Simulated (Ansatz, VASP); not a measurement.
**One calculation of BaZrO3, two programs**

File INCAR:

```
SYSTEM = BaZrO3
PREC = Accurate
ENCUT = 520
EDIFF = 1E-6
ISMEAR = 0
SIGMA = 0.1
LREAL = .FALSE.
LASPH = .TRUE.
NELM = 100
ALGO = Normal
ISIF = 2
LWAVE = .FALSE.
LCHARG = .FALSE.
GGA = PE
NBANDS = 28
```

KPOINTS

```
Automatic mesh
0
G
  4 4 4
  0 0 0
```

Contents of POSCAR:

```
BaZrO3
1.0
    4.2268117978      0.0000000000      0.0000000000
    0.0000000000      4.2268117978      0.0000000000
    0.0000000000      0.0000000000      4.2268117978
Ba Zr O
1 1 3
Direct
    0.0000000000      0.0000000000      0.0000000000
    0.5000000000      0.5000000000      0.5000000000
    0.5000000000      0.0000000000      0.5000000000
    0.5000000000      0.5000000000      1.0000000000
    1.0000000000      0.5000000000      0.5000000000
```

Input for Ansatz:

```yaml
crystal:
  lattice:
    - [4.2268117978, 0.0, 0.0]
    - [0.0, 4.2268117978, 0.0]
    - [0.0, 0.0, 4.2268117978]
  atoms:
    - { symbol: Ba, position: [0.0, 0.0, 0.0] }
    - { symbol: Zr, position: [0.5, 0.5, 0.5] }
    - { symbol: O, position: [0.5, 0.0, 0.5] }
    - { symbol: O, position: [0.5, 0.5, 1.0] }
    - { symbol: O, position: [1.0, 0.5, 0.5] }
basis:
  ecutwfc: 420
kpoints:
  mp_grid: { grid: [4, 4, 4] }
hamiltonian:
  xc: pbe
scf:
  occupations: { method: gaussian, width: 0.1 }
output:
  forces: true
  stress: true
  eigenvalues: true
```

Alike in both runs: task single point; functional PBE; k mesh 4 × 4 × 4; occupations gaussian, width 0.1 eV; no spin polarisation.

|  | VASP | Ansatz |
| --- | --- | --- |
| version | VASP 6.6.1 | Ansatz 0.2.0 |
| potentials or method | VASP PAW PBE potentials, release 64 (Ba_sv, Zr_sv, O) | scalar-relativistic, plane waves, PAW |
| plane-wave cutoff (eV) | 520 | 420 |
| valence electrons in the cell | 40 | 40 |

|  | VASP | Ansatz | Ansatz less VASP |
| --- | --- | --- | --- |
| gap on the k mesh at the Fermi level (eV) | 3.13 | 3.17 | +0.047 |
| least direct gap on the mesh (eV) | 3.38 | 3.40 | +0.021 |
| pressure (GPa) | 1.0 | 0.1 | -0.94 |

Caveats: spin-orbit coupling is left out, which moves the levels of the heavy elements. A k mesh can miss the band edges.
